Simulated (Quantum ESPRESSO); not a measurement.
# NaCl (Pm-3m) in Quantum ESPRESSO: convergence with k mesh

Aim: find how far k mesh must go before the results for NaCl settle, at LDA. This setting moves, with any that are tied to it; all else stays.

Program: Quantum ESPRESSO 7.5. These are calculated values, not measurements. Logs are shortened: lines on timing, memory, paths and dates and some standing lists are left out, and cuts for length are marked.

### Step 1. The crystal as given

The structure is cubic, space group Pm-3m (No. 221). The conventional cell has a = 3.502 Å, b = 3.502 Å, c = 3.502 Å, α = 90.00°, β = 90.00°, γ = 90.00°. Around Cl (site symmetry m-3m) lie 8 Na at 3.03 Å. Na (site symmetry m-3m) has 8 Cl at 3.03 Å as nearest neighbours.

Measurements of this composition are mostly on another form, of space group No. 225.

### Step 2. With k mesh 1 × 1 × 1

pw.in reads:

```
&CONTROL
  calculation = 'scf'
  prefix = 'pwscf'
  outdir = './tmp'
  pseudo_dir = './pseudo'
  tprnfor = .true.
  tstress = .true.
  disk_io = 'nowf'
/
&SYSTEM
  ibrav = 0
  nat = 2
  ntyp = 2
  ecutwfc = 88
  nbnd = 14
  occupations = 'smearing'
  smearing = 'fd'
  degauss = 0.00734986
/
&ELECTRONS
  conv_thr = 4d-10
  electron_maxstep = 120
  mixing_beta = 0.5
/
ATOMIC_SPECIES
Cl    35.4500 Cl.upf
Na    22.9898 Na.upf
CELL_PARAMETERS angstrom
   3.5021900000    0.0000000000    0.0000000000
   0.0000000000    3.5021900000    0.0000000000
   0.0000000000    0.0000000000    3.5021900000
ATOMIC_POSITIONS crystal
Cl     0.5000000000    0.5000000000    0.5000000000
Na     0.0000000000    0.0000000000    0.0000000000
K_POINTS automatic
1 1 1 0 0 0
```

Potentials or basis: PseudoDojo 0.4.1 SR LDA standard.

The run is started by

```console
$ OMP_NUM_THREADS=1 pw.x -in pw.in > pw.out
```

Wall time 1 s (1 thread of Intel Xeon 6975P-C (Granite Rapids), shared host); peak memory 0.06 GiB.

Results:

| Quantity | Value |
| --- | --- |
| Free energy | -1686.0461 eV |
| Pressure | 19.8 GPa |
| Band gap on the k mesh | 3.40 eV, direct |

### Step 3. With k mesh 2 × 2 × 2

Edit pw.in of step 2 so:

```diff
@@ -35,2 +35,2 @@
 K_POINTS automatic
-1 1 1 0 0 0
+2 2 2 0 0 0
```

Potentials or basis: PseudoDojo 0.4.1 SR LDA standard.

The run is started by

```console
$ OMP_NUM_THREADS=1 pw.x -in pw.in > pw.out
```

Run time: 1.9 s. Hardware: 1 thread of Intel Xeon 6975P-C (Granite Rapids), shared host; peak memory 0.06 GiB.

Results:

```
Free energy            : -1690.2906 eV
Pressure               : 0.9 GPa
Band gap on the k mesh : 3.36 eV, indirect (least direct gap 3.89 eV)
```

### Step 4. With k mesh 4 × 4 × 4

Edit pw.in of step 3 so:

```diff
@@ -35,2 +35,2 @@
 K_POINTS automatic
-2 2 2 0 0 0
+4 4 4 0 0 0
```

The run is started by

```console
$ OMP_NUM_THREADS=1 pw.x -in pw.in > pw.out
```

It took 3.6 s on 1 thread of Intel Xeon 6975P-C (Granite Rapids), shared host; peak memory 0.07 GiB.

Results:

```
Free energy            : -1690.8251 eV
Pressure               : -3.0 GPa
Band gap on the k mesh : 3.59 eV, indirect (least direct gap 4.10 eV)
```

### Step 5. With k mesh 5 × 5 × 5

Edit pw.in of step 4 so:

```diff
@@ -35,2 +35,2 @@
 K_POINTS automatic
-4 4 4 0 0 0
+5 5 5 0 0 0
```

The run is started by

```console
$ OMP_NUM_THREADS=1 pw.x -in pw.in > pw.out
```

Run time: 3.5 s. Hardware: 1 thread of Intel Xeon 6975P-C (Granite Rapids), shared host; peak memory 0.07 GiB.

Results:

| Item | Value |
| --- | --- |
| Free energy | -1690.8335 eV |
| Pressure | -3.1 GPa |
| Band gap on the k mesh | 3.65 eV, indirect (least direct gap 4.11 eV) |

### Step 6. With k mesh 6 × 6 × 6

Edit pw.in of step 5 so:

```diff
@@ -35,2 +35,2 @@
 K_POINTS automatic
-5 5 5 0 0 0
+6 6 6 0 0 0
```

Potentials or basis: PseudoDojo 0.4.1 SR LDA standard.

The run is started by

```console
$ OMP_NUM_THREADS=1 pw.x -in pw.in > pw.out
```

Wall time 6.7 s (1 thread of Intel Xeon 6975P-C (Granite Rapids), shared host); peak memory 0.07 GiB.

It converged, with:

```
Free energy            : -1690.8351 eV
Pressure               : -3.1 GPa
Band gap on the k mesh : 3.60 eV, indirect (least direct gap 4.11 eV)
```

### Step 7. With k mesh 7 × 7 × 7

Edit pw.in of step 6 so:

```diff
@@ -35,2 +35,2 @@
 K_POINTS automatic
-6 6 6 0 0 0
+7 7 7 0 0 0
```

The run is started by

```console
$ OMP_NUM_THREADS=1 pw.x -in pw.in > pw.out
```

It took 6.6 s on 1 thread of Intel Xeon 6975P-C (Granite Rapids), shared host; peak memory 0.07 GiB.

Results (log left out):

```yaml
Free_energy: -1690.8354 eV
Pressure: -3.1 GPa
Band_gap_on_the_k_mesh: 3.63 eV, indirect (least direct gap 4.11 eV)
```

### Step 8. With k mesh 8 × 8 × 8

Edit pw.in of step 7 so:

```diff
@@ -35,2 +35,2 @@
 K_POINTS automatic
-7 7 7 0 0 0
+8 8 8 0 0 0
```

The run is started by

```console
$ OMP_NUM_THREADS=1 pw.x -in pw.in > pw.out
```

Wall time 11 s (1 thread of Intel Xeon 6975P-C (Granite Rapids), shared host); peak memory 0.08 GiB.

It converged, with:

| Item | Value |
| --- | --- |
| Free energy | -1690.8355 eV |
| Pressure | -3.1 GPa |
| Band gap on the k mesh | 3.60 eV, indirect (least direct gap 4.11 eV) |

### Step 9. With k mesh 10 × 10 × 10

Edit pw.in of step 8 so:

```diff
@@ -35,2 +35,2 @@
 K_POINTS automatic
-8 8 8 0 0 0
+10 10 10 0 0 0
```

Potentials or basis: PseudoDojo 0.4.1 SR LDA standard.

The run is started by

```console
$ OMP_NUM_THREADS=1 pw.x -in pw.in > pw.out
```

Run time: 17 s. Hardware: 1 thread of Intel Xeon 6975P-C (Granite Rapids), shared host; peak memory 0.1 GiB.

The run converged. Its results:

- Free energy: -1690.8355 eV
- Pressure: -3.1 GPa
- Band gap on the k mesh: 3.60 eV, indirect (least direct gap 4.11 eV)

### Step 10. With k mesh 11 × 11 × 11

Edit pw.in of step 9 so:

```diff
@@ -35,2 +35,2 @@
 K_POINTS automatic
-10 10 10 0 0 0
+11 11 11 0 0 0
```

Potentials or basis: PseudoDojo 0.4.1 SR LDA standard.

The run is started by

```console
$ OMP_NUM_THREADS=1 pw.x -in pw.in > pw.out
```

pw.out:

```text
This program is part of the open-source Quantum ESPRESSO suite
     for quantum simulation of materials; please cite
         "P. Giannozzi et al., J. Phys.:Condens. Matter 21 395502 (2009);
         "P. Giannozzi et al., J. Phys.:Condens. Matter 29 465901 (2017);
         "P. Giannozzi et al., J. Chem. Phys. 152 154105 (2020);
     in publications or presentations arising from this work. More details at

     Message from routine setup:
     using ibrav=0 with symmetry is DISCOURAGED, use correct ibrav instead

     G-vector sticks info
     --------------------
     sticks:   dense  smooth     PW     G-vecs:    dense   smooth      PW
     Sum        1225    1225    357                32423    32423    5041

     Using Slab Decomposition

     bravais-lattice index     =            0
     lattice parameter (alat)  =       6.6182  a.u.
     unit-cell volume          =     289.8783 (a.u.)^3
     number of atoms/cell      =            2
     number of atomic types    =            2
     number of electrons       =        16.00
     number of Kohn-Sham states=           14
     kinetic-energy cutoff     =      88.0000  Ry
     charge density cutoff     =     352.0000  Ry
     scf convergence threshold =      4.0E-10
     mixing beta               =       0.5000
     number of iterations used =            8  plain     mixing
     Exchange-correlation= SLA  PW   NOGX NOGC
                           (   1   4   0   0   0   0   0)

     celldm(1)=   6.618180  celldm(2)=   0.000000  celldm(3)=   0.000000
     celldm(4)=   0.000000  celldm(5)=   0.000000  celldm(6)=   0.000000

     crystal axes: (cart. coord. in units of alat)
               a(1) = (   1.000000   0.000000   0.000000 )
               a(2) = (   0.000000   1.000000   0.000000 )
               a(3) = (   0.000000   0.000000   1.000000 )

     reciprocal axes: (cart. coord. in units 2 pi/alat)
[... 35 lines left out ...]
         1        Cl     tau(   1) = (   0.5000000   0.5000000   0.5000000  )
         2        Na     tau(   2) = (   0.0000000   0.0000000   0.0000000  )

     number of k points=    56  Fermi-Dirac smearing, width (Ry)=  0.0073
                       cart. coord. in units 2pi/alat
        k(    1) = (   0.0000000   0.0000000   0.0000000), wk =   0.0015026
        k(    2) = (   0.0000000   0.0000000   0.0909091), wk =   0.0090158
        k(    3) = (   0.0000000   0.0000000   0.1818182), wk =   0.0090158
        k(    4) = (   0.0000000   0.0000000   0.2727273), wk =   0.0090158
        k(    5) = (   0.0000000   0.0000000   0.3636364), wk =   0.0090158
        k(    6) = (   0.0000000   0.0000000   0.4545455), wk =   0.0090158
[... 48 lines left out ...]
        k(   55) = (   0.3636364   0.4545455   0.4545455), wk =   0.0360631
        k(   56) = (   0.4545455   0.4545455   0.4545455), wk =   0.0120210

     Dense  grid:    32423 G-vectors     FFT dimensions: (  40,  40,  40)

     Initial potential from superposition of free atoms

     starting charge      15.9945, renormalised to      16.0000
     Starting wfcs are    9 randomized atomic wfcs +    5 random wfcs

     Self-consistent Calculation

     iteration #  1     ecut=    88.00 Ry     beta= 0.50
     Davidson diagonalization with overlap
     ethr =  1.00E-02,  avg # of iterations =  6.1

     Threshold (ethr) on eigenvalues was too large:
     Diagonalizing with lowered threshold

     Davidson diagonalization with overlap
     ethr =  3.06E-04,  avg # of iterations =  2.6

     total energy              =    -124.26538336 Ry
     estimated scf accuracy    <       0.04766775 Ry
[... 43 lines left out ...]
     iteration #  8     ecut=    88.00 Ry     beta= 0.50
     Davidson diagonalization with overlap
     ethr =  3.16E-12,  avg # of iterations =  2.1

     End of self-consistent calculation

          k = 0.0000 0.0000 0.0000 (  3959 PWs)   bands (ev):

   -47.4854 -19.9667 -19.9667 -19.9667 -11.2712   1.5518   1.5518   1.5518
     5.6628  10.2994  10.2994  17.3403  17.3403  17.4955
[... 273 lines left out ...]
   -47.4805 -19.9943 -19.9941 -19.9941 -10.3668   0.1671   0.1819   0.1819
     8.7755   8.9042   8.9042  13.6436  17.2116  17.3392

     the Fermi energy is     4.0396 ev

!    total energy              =    -124.27411718 Ry
     estimated scf accuracy    <          1.3E-11 Ry
     smearing contrib. (-TS)   =      -0.00000000 Ry
     internal energy E=F+TS    =    -124.27411718 Ry

     The total energy is F=E-TS. E is the sum of the following terms:
     one-electron contribution =     -70.30857222 Ry
     hartree contribution      =      39.35158463 Ry
     xc contribution           =     -22.31685322 Ry
     ewald contribution        =     -71.00027637 Ry

     convergence has been achieved in   8 iterations

     Forces acting on atoms (cartesian axes, Ry/au):

     atom    1 type  1   force =     0.00000000    0.00000000    0.00000000
     atom    2 type  2   force =     0.00000000    0.00000000    0.00000000

     Total force =     0.000000     Total SCF correction =     0.000000

     Computing stress (Cartesian axis) and pressure

          total   stress  (Ry/bohr**3)                   (kbar)     P=      -30.77
  -0.00020914   0.00000000   0.00000000          -30.77        0.00        0.00
   0.00000000  -0.00020914   0.00000000            0.00      -30.77        0.00
   0.00000000   0.00000000  -0.00020914            0.00        0.00      -30.77

=------------------------------------------------------------------------------=
   JOB DONE.
=------------------------------------------------------------------------------=
```

It took 17 s on 1 thread of Intel Xeon 6975P-C (Granite Rapids), shared host; peak memory 0.1 GiB.

What came out:

| Quantity | Value |
| --- | --- |
| Free energy | -1690.8355 eV |
| Pressure | -3.1 GPa |
| Band gap on the k mesh | 3.61 eV, indirect (least direct gap 4.11 eV) |

### Step 11. Summary

```tsv
k mesh	energy less the tightest run, at zero smearing (meV/atom)	pressure (GPa)	gap on the mesh (eV)	SCF cycles	CPU time (s)	peak memory (GiB)
1 × 1 × 1	2394.71	19.84	3.400	8	1	0.06
2 × 2 × 2	272.45	0.92	3.361	8	1.9	0.06
4 × 4 × 4	5.22	-2.96	3.593	8	3.6	0.07
5 × 5 × 5	0.98	-3.05	3.653	7	3.5	0.07
6 × 6 × 6	0.21	-3.07	3.602	8	6.6	0.07
7 × 7 × 7	0.05	-3.08	3.630	8	6.6	0.07
8 × 8 × 8	0.01	-3.08	3.602	8	11	0.08
10 × 10 × 10	0.00	-3.08	3.602	8	17	0.1
11 × 11 × 11	0.00	-3.08	3.614	8	17	0.1
```

Against the tightest run, the energy stays within 1 meV/atom from 5 × 5 × 5 on; the pressure stays within 0.1 GPa from 5 × 5 × 5 on. Not settled before the last step: the gap on the mesh (to 0.01 eV). Meshes of other sizes hit other points, so gaps and Fermi surfaces needn't settle smoothly. The tightest run that finished is the yardstick and may itself not be fully converged.

Caveats: an odd mesh through Γ misses points on the zone boundary, where band edges often lie.
